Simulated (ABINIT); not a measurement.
Input of an ABINIT 10.8.3 (patched build) run:

File run.abi:

```
# Datasets: one volume each
ndtset 7
getwfk -1
scalecart1 3*0.9795861087
scalecart2 3*0.9864848297
scalecart3 3*0.9932883884
scalecart4 3*1.0000000000
scalecart5 3*1.0066227096
scalecart6 3*1.0131594038
scalecart7 3*1.0196128224

# Pseudopotentials
pp_dirpath "./"
pseudos "Zr.GGA_PBE-JTH.xml, B.GGA_PBE-JTH.xml"

# Structure
acell 3*1.0
rprim
     5.9904318151     0.0000000000     0.0000000000
    -2.9952159075     5.1878661315     0.0000000000
     0.0000000000     0.0000000000     6.6764023983
ntypat 2
znucl 40 5
natom 3
typat 1 2 2
xred
     0.0000000000     0.0000000000     0.0000000000
     0.6666666667     0.3333333333     0.5000000000
     0.3333333333     0.6666666667     0.5000000000

# Plane-wave basis
ecut 12.0
pawecutdg 24.0

# k points
kptopt 1
ngkpt 10 10 8
nshiftk 1
shiftk 0.0 0.0 0.0

# Exchange and correlation
ixc 11

# Bands and occupations
nband 13
occopt 3
tsmear 0.05 eV

# SCF cycle
nstep 100
tolvrs 1.0e-9

# Output
iomode 3
prtwf 1
prtden 0
prteig 0
prtebands 0
enunit 2
```

Potentials or basis: JTH PAW PBE v2.0.

Command:

```console
$ abinit run.abi > log 2>&1
```

Problem. Estimate the bulk modulus at fixed shape and positions.

Solution. 240 GPa.

Problem. Predict the equilibrium volume.

Solution. 10.30 Å³/atom.

Energy against volume, from the lowest point:
```csv
volume (Å³/atom),energy (meV/atom)
9.634,35.82
9.839,16.50
10.044,4.70
10.249,0.00
10.454,1.61
10.659,8.65
10.864,21.05
```

Caveat: the cutoff is too short for stress, so the log's stress isn't used; pressures at fixed basis lie under the slope of the energies; the cell was scaled at fixed shape and fractional positions, which overstates the stiffness of a crystal with free parameters, most of all of layers and chains; the atomic spheres overlap.
